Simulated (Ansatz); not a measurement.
A series in volume scale on Bi2Te3

Periodic Kohn-Sham DFT of a crystal at fixed atoms, scaled to volume_scale times the given cell; pressure positive in compression, energy less spherical unpolarised free atoms, largest_vzz the field gradient of largest size among the nuclei. The results are calculated, by Ansatz 0.2.0.

The cell before it is scaled or strained (space group R3m, No. 160):
```
CELL_PARAMETERS angstrom
2.20850 1.27510 9.94670
-2.20850 1.27510 9.94670
0.00000 -2.55020 9.94670
ATOMIC_POSITIONS crystal
Bi 0.81200 0.81200 0.81200
Bi 0.40200 0.40200 0.40200
Te 0.61100 0.61100 0.61100
Te 0.20000 0.20000 0.20000
Te 0.00000 0.00000 0.00000
```

Settings of every row: method frozen-core PAW; functional PBE; relativity scalar; k mesh 8x8x8; filling fermi-dirac; smearing width 0.08 eV; wave cutoff 420 eV; paw set soft_2.

Atom start moment: 0 on all atoms.

Limits: field gradient without spin-orbit coupling on heavy atoms; no gap: field gradients move with the k mesh; no spin-orbit coupling on heavy atoms.

| row | volume scale | V (Å³/atom) | pressure (GPa) | largest V_zz (1e21 V/m^2) |
| --- | --- | --- | --- | --- |
| 1 | 0.94 | 31.596 | 5.435 | -4.982 |
| 2 | 0.96 | 32.268 | ? | ? |
| 3 | 0.98 | 32.94 | 2.793 | -5.52 |
| 4 | 0.99 | 33.276 | 2.218 | -5.651 |
| 5 | 1 | 33.612 | 1.674 | -5.786 |
| 6 | 1.01 | 33.949 | 1.16 | -5.926 |
| 7 | 1.02 | 34.285 | 0.672 | -6.055 |
| 8 | 1.04 | 34.957 | -0.225 | -6.313 |
| 9 | 1.06 | 35.629 | -1.029 | -6.571 |

Question: what pressure should row 2 give?

Worked fit of pressure. Take u = (V_r/V)^(2/3) − 1 with V_r = 33.781 Å³ an atom, which is twice the finite (Eulerian) strain; such expansions in the strain, on which the Birch-Murnaghan equation of state is built, carry the rest volume and the bulk modulus. The shown rows have u = 0.04559, 0.01695, 0.01009, 0.00335, -0.0033, -0.00982, -0.02256, -0.03488. Least squares give pressure = 1.4126 + 77.55 × u + 224.24 × u² + 220 × u³ GPa; a parabola predicts inner rows, each left out in turn, worse (root mean square 0.0034 against 0.00087 GPa). The rows lie off it by 0.000, 0.000, 0.000, -0.001, 0.001, 0.000, 0.000, 0.000. The pressure vanishes at u = -0.0193, or V = 34.78 Å³ an atom, and there the bulk modulus at fixed shape and fractions is B = −V dP/dV = (2/3)(1 + u) dP/du = 45.2 GPa. Letting shape and atoms relax would as a rule lower it, by much in layered, chain or molecular crystals. The withheld row has u = 0.03102, so the fit gives 1.4126 + 77.55 × (0.03102) + 224.24 × (0.03102)² + 220 × (0.03102)³ = 4.041 GPa.

The calculation gave 4.041 GPa. The fit meets it to the printed digit.

The other values of row 2: largest V_zz -5.252 1e21 V/m^2.
